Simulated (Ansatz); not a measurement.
What strain does to NaI (rocksalt)

Rocksalt NaI, relaxed with r2SCAN in Ansatz. The symmetry is Fm-3m (No. 225, cubic); conventional cell a = 6.459 Å, 33.69 Å³ an atom. Na is surrounded by 6 I at 3.23 Å; I is surrounded by 6 Na at 3.23 Å.

The axes x, y and z are those of this cell:
```yaml
crystal:
  lattice:
    - [0.00000, 3.22972, 3.22972]
    - [3.22972, 0.00000, 3.22972]
    - [3.22972, 3.22972, 0.00000]
  atoms:
    - { symbol: Na, position: [0.00000, 0.00000, 0.00000] }
    - { symbol: I, position: [0.50000, 0.50000, 0.50000] }
```

Unstrained: With PBE the gap is 3.661 eV and direct, at Γ. The r2SCAN gap is direct at Γ: 4.449 eV. HSE06 gives a direct gap of 4.692 eV at Γ. Meshes: PBE 8×8×8, r2SCAN 8×8×8, HSE06 6×6×6. Strains are changes of length per length, and xy shears are angles. After each strain the atoms were relaxed again with r2SCAN within the symmetry that the strain leaves, so tilts or polar shifts that break it weren't tested; points keep the names that they have in the unstrained zone. The values are computed, spin-unpolarised, and not measurements.

Changes of the least gap in eV (an overlap counts as a negative gap):
```json
{"strain": "epitaxial +1.0 % in the plane normal to [111], free normal strain -0.80 %", "volume change (%)": "+1.2", "space group": "R-3m", "PBE": "-0.085", "r2SCAN": "-0.092", "HSE06": "-0.090", "G0W0@PBE (mesh)": "-0.08", "energy rise, r2SCAN (meV/atom)": "0.6"}
{"strain": "uniaxial +5.0 % along x", "volume change (%)": "+5.0", "space group": "I4/mmm", "PBE": "-0.152", "r2SCAN": "-0.172", "HSE06": "-0.164", "G0W0@PBE (mesh)": "-0.14", "energy rise, r2SCAN (meV/atom)": "7.4"}
{"strain": "isotropic -4.0 % on every length", "volume change (%)": "-11.5", "space group": "Fm-3m", "PBE": "+0.369", "r2SCAN": "+0.423", "HSE06": "+0.397", "G0W0@PBE (mesh)": "+0.34", "energy rise, r2SCAN (meV/atom)": "30.7"}
{"strain": "xy shear, engineering strain (angle) -0.5 %", "volume change (%)": "0.0", "space group": "Immm", "PBE": "-0.011", "r2SCAN": "-0.012", "HSE06": "-0.012", "G0W0@PBE (mesh)": "-0.01", "energy rise, r2SCAN (meV/atom)": "0.0"}
{"strain": "uniaxial -0.5 % along z", "volume change (%)": "-0.5", "space group": "I4/mmm", "PBE": "+0.011", "r2SCAN": "+0.013", "HSE06": "+0.012", "G0W0@PBE (mesh)": "+0.01", "energy rise, r2SCAN (meV/atom)": "0.1"}
```
Unstrained, G0W0@PBE with 281 empty bands, a screening cutoff of 150 eV and a 4×4×4 mesh gives 5.65 eV on its mesh; the band count follows the volume. G0W0 values are finite-basis, finite-mesh values.

Epitaxial +1.0 % in the plane normal to [111], free normal strain -0.80 %. HSE06: the gap goes from 4.692 to 4.602 eV (-0.090 eV); with r2SCAN the top three valence levels at Γ, degenerate before, become 1+2 from the top over 79 meV. Stress change with r2SCAN, compression positive: xx -0.20, yy -0.20, zz -0.20, xy +0.09, xz +0.09, yz +0.09 GPa.

Uniaxial +5.0 % along x, other directions held. HSE06: the gap goes from 4.692 to 4.528 eV (-0.164 eV); with r2SCAN the top three valence levels at Γ, degenerate before, become 1+2 from the top over 48 meV. Stress change with r2SCAN, compression positive: xx -1.28, yy -0.35, zz -0.35 GPa.

Isotropic -4.0 % on every length. HSE06: the gap goes from 4.692 to 5.089 eV (+0.397 eV). Stress change with r2SCAN, compression positive: xx +2.82, yy +2.82, zz +2.82 GPa. For HSE06, dE_g/d ln V = -3.2 eV over this step.

Xy shear, engineering strain (angle) -0.5 %. HSE06: the gap goes from 4.692 to 4.680 eV (-0.012 eV); with r2SCAN the top three valence levels at Γ, degenerate before, become 1+1+1 from the top over 23 meV. Stress change with r2SCAN, compression positive: xx 0.00, yy 0.00, zz 0.00, xy +0.04 GPa.

Uniaxial -0.5 % along z, other directions held. HSE06: the gap goes from 4.692 to 4.704 eV (+0.012 eV). Stress change with r2SCAN, compression positive: xx +0.04, yy +0.04, zz +0.18 GPa.

Spin-orbit coupling is left out, which matters wherever the heavy atoms make up the band edges.

The meshes of the hybrids are coarse, so their gaps aren't converged to the digits shown.

The splittings at Γ are without spin-orbit coupling, which regroups them where it is of like size or larger.
